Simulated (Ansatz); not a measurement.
Compare A (`CC(C)CO`) with its isomer B (`CC(C)(C)O`).

Isolated molecules relaxed with PBE0-D4/def2-TZVP in Ansatz; ΔE leaves out vibrations. CCSD(T)/CBS is the MP2 limit (def2-TZVPP, def2-QZVPP) plus CCSD(T) − MP2 in def2-TZVPP, frozen cores. DFT in def2-TZVPP. One conformer a species, not always the lowest.

A:

```xyz
15

C    -0.929    1.033    0.303
C     0.108   -0.074    0.421
C    -0.555   -1.439    0.518
C     1.079   -0.057   -0.751
O     1.829    1.133   -0.861
H    -0.469    2.025    0.300
H    -1.627    1.008    1.143
H    -1.514    0.922   -0.616
H     0.698    0.099    1.330
H     0.185   -2.237    0.623
H    -1.148   -1.650   -0.378
H    -1.227   -1.491    1.377
H     1.812   -0.859   -0.631
H     0.526   -0.261   -1.682
H     1.232    1.847   -1.097
```

B:

```xyz
15

C     1.391    0.118   -0.355
C    -0.024    0.125    0.207
C    -0.925    1.029   -0.614
C    -0.587   -1.289    0.263
O    -0.019    0.692    1.515
H     1.799    1.131   -0.362
H     2.047   -0.512    0.254
H     1.411   -0.271   -1.376
H    -0.530    2.047   -0.621
H    -1.927    1.053   -0.184
H    -0.995    0.674   -1.644
H    -0.644   -1.734   -0.733
H    -1.589   -1.279    0.698
H     0.048   -1.934    0.879
H     0.545    0.149    2.074
```

(1) Which isomer does CCSD(T)/CBS put lower? Give the gap. (An estimate is asked.)

(2) Give E(B) − E(A) in kJ/mol with CCSD/def2-TZVPP, ωB97M-V, r2SCAN-D4, B2PLYP, PBE0-D4, HF/def2-TZVPP, CCSD(T)/def2-TZVPP. (An estimate is asked.)

Largest T1 diagnostic: 0.009.

## Answers

(1) Ansatz gave: B, by 25.7 kJ/mol.

(2) Ansatz gave: CCSD/def2-TZVPP -23.8, ωB97M-V -25.1, r2SCAN-D4 -26.2, B2PLYP -23.1, PBE0-D4 -22.1, HF/def2-TZVPP -21.1, CCSD(T)/def2-TZVPP -24.7. None reverses the order clearly.

In def2-TZVPP, CCSD(T) changes the Hartree–Fock value by −3.6 kJ/mol (the triples alone add −0.9 kJ/mol) and MP2 by −4.9 kJ/mol.
